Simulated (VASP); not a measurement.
Input of a VASP 6.6.1 run:

File INCAR:

```
PREC     = Accurate       # precision mode
ENCUT    = 600            # plane-wave cutoff, eV
EDIFF    = 1E-7           # SCF threshold, eV
ISMEAR   = 0              # smearing method
SIGMA    = 0.03           # smearing width, eV
LREAL    = False          # projectors in reciprocal space
LASPH    = True           # aspherical terms in the spheres
NELM     = 80             # most SCF steps
ALGO     = Normal         # electronic algorithm
ISIF     = 3              # what is computed and relaxed
LWAVE    = False          # write WAVECAR
LCHARG   = False          # write CHGCAR
GGA      = PS             # functional
IBRION   = 2              # ionic algorithm
NSW      = 90             # ionic steps
EDIFFG   = -0.005         # ionic threshold
KPAR     = 2
```

KPOINTS

```
Automatic mesh
0
Gamma
  6 6 8
```

Contents of POSCAR:

```
SnO2                                    
1.0
    4.7706380394     -0.0000000000      0.0000000000
   -0.0000000000      4.7706380394      0.0000000000
    0.0000000000      0.0000000000      3.2166384875
  Sn              O             
     2     4
Direct
     0.0000000000000000    0.0000000000000000    0.0000000000000000
     0.5000000000000000    0.5000000000000000    0.5000000000000000
     0.3063031679320566    0.3063031679320566    0.0000000000000000
     0.1936968320679434    0.8063031679320566    0.5000000000000000
     0.6936968320679434    0.6936968320679434    0.0000000000000000
     0.8063031679320566    0.1936968320679434    0.5000000000000000
```

Potentials or basis: VASP PAW PBE potentials, release 64 (Sn_d, O).

Run with:

```console
$ cat potpaw_PBE.64/Sn_d/POTCAR potpaw_PBE.64/O/POTCAR > POTCAR
$ mpirun -np 2 vasp_std > vasp.out
```

Question: Estimate the relaxed volume.

Answer: 12.20 Å³/atom.

Question: What does it give for the band gap on the k mesh?

Answer: 0.88 eV, direct.

Final structure:
```
Sn O
1.0
     4.77140    0.00000    0.00000
     0.00000    4.77140    0.00000
     0.00000    0.00000    3.21659
Sn O
2 4
Direct
  0.00000 0.00000 0.00000
  0.50000 0.50000 0.50000
  0.30626 0.30626 0.00000
  0.19374 0.80626 0.50000
  0.69374 0.69374 0.00000
  0.80626 0.19374 0.50000
```

Caveat: the PAW data sets were made with another functional, which shifts forces and pressure a little; spin-orbit coupling is left out, which moves the levels of the heavy elements.
